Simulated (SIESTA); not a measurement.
## Hf under changes of volume

One of the cells (22.828 Å³/atom); the others are scaled copies at fixed shape and fractional positions:

```
Hf
1.0
     3.21787    0.00000    0.00000
    -1.60894    2.78676    0.00000
     0.00000    0.00000    5.09130
Hf
2
Direct
  0.66667 0.33333 0.75000
  0.33333 0.66667 0.25000
```

```yaml
Program: SIESTA 5.4.2
Functional: PBEsol
Potentials_or_basis: PseudoDojo 0.4 standard (PBEsol files)
Basis: DZP (energy shift 0.003 Ry; two zetas on semicore shells)
Grid_cutoff: 800 Ry
Energy_shift: 0.003 Ry
k_mesh: 10 × 10 × 5
Occupations: fermi-dirac, width 0.05 eV
Spin: no spin polarisation
```

```csv
volume (Å³/atom),energy over the lowest point (meV/atom),pressure (GPa)
21.037,6.97,4.0
21.485,0.00,1.2
21.933,0.46,-1.3
22.828,?,?
23.276,39.31,-7.5
23.723,63.00,-9.2
```

**Question.** What does the run at 22.828 Å³/atom give?

**Answer.** Energy over the lowest point 20.54 meV/atom; pressure -5.7 GPa.

Worked out: A Birch-Murnaghan fit of order 3 (a polynomial in V^(-2/3)) to the other rows has its minimum at 21.68 Å³/atom with B0 = V·E''(V) = 122 GPa and B' = 3.6 at fixed shape and positions, which overstates the stiffness. It gives 20.64 meV/atom at 22.828 Å³/atom, against the run's 20.54, and -dE/dV = -5.7 GPa, against -5.7.

Energies are extrapolated to zero smearing.

Caveats: short orbitals over semicore shells can move pressures by several GPa; the basis of atomic orbitals isn't converged, which shifts pressures, moduli and gaps.
